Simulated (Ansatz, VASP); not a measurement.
## In3Se in VASP and in Ansatz

Contents of INCAR:

```
SYSTEM = In3Se
ALGO     = Normal         ! electronic algorithm
EDIFF    = 1E-6           ! SCF threshold, eV
ENCUT    = 520            ! plane-wave cutoff, eV
GGA      = PS             ! functional
ISIF     = 2              ! what is computed and relaxed
ISMEAR   = 0              ! smearing method
LASPH    = .True.         ! aspherical terms in the spheres
LCHARG   = .True.         ! write CHGCAR
LELF     = .True.         ! ELF
LREAL    = .False.        ! projectors in reciprocal space
LVHAR    = .True.       
LWAVE    = .False.        ! write WAVECAR
NBANDS   = 30             ! bands
NELM     = 80             ! most SCF steps
PREC     = Accurate       ! precision mode
SIGMA    = 0.1            ! smearing width, eV
```

Contents of KPOINTS:

```
k-points
0
Gamma
  5 5 5
  0 0 0
```

Contents of POSCAR:

```
In3Se
1.0
    4.8037580000      0.0000000000      0.0000000000
    0.0000000000      4.8037580000      0.0000000000
    0.0000000000      0.0000000000      4.8037580000
In Se
3 1
Direct
    0.0000000000      0.5000000000      0.5000000000
    0.5000000000      0.0000000000      0.5000000000
    0.5000000000      0.5000000000      0.0000000000
    0.0000000000      0.0000000000      0.0000000000
```

Input for Ansatz:

```yaml
crystal:
  lattice:
    - [4.803758, 0.0, 0.0]
    - [0.0, 4.803758, 0.0]
    - [0.0, 0.0, 4.803758]
  atoms:
    - { symbol: In, position: [0.0, 0.5, 0.5] }
    - { symbol: In, position: [0.5, 0.0, 0.5] }
    - { symbol: In, position: [0.5, 0.5, 0.0] }
    - { symbol: Se, position: [0.0, 0.0, 0.0] }
basis:
  ecutwfc: 420
kpoints:
  mp_grid: { grid: [5, 5, 5] }
hamiltonian:
  xc: pbesol
scf:
  occupations: { method: gaussian, width: 0.1 }
output:
  forces: true
  stress: true
  eigenvalues: true
```

Alike in both runs: task single point; functional PBEsol; k mesh 5 × 5 × 5; occupations gaussian, width 0.1 eV; no spin polarisation.

```csv
,VASP,Ansatz
version,VASP 6.6.1,Ansatz 0.2.0
potentials or method,"VASP PAW PBE potentials, release 64 (In_d, Se)","scalar-relativistic, plane waves, PAW"
plane-wave cutoff (eV),520,420
valence electrons in the cell,45,55
```

```tsv
	VASP	Ansatz	Ansatz less VASP
gap on the k mesh at the Fermi level (eV)	none	none	-
pressure (GPa)	-2.5	-2.5	+0.03
```

A gap of «none» marks a metal or a gap that the smearing closes. The two sets of potentials don't hold the same shells in valence.

Caveats: the PAW data sets were made with another functional, which shifts forces and pressure a little (VASP).
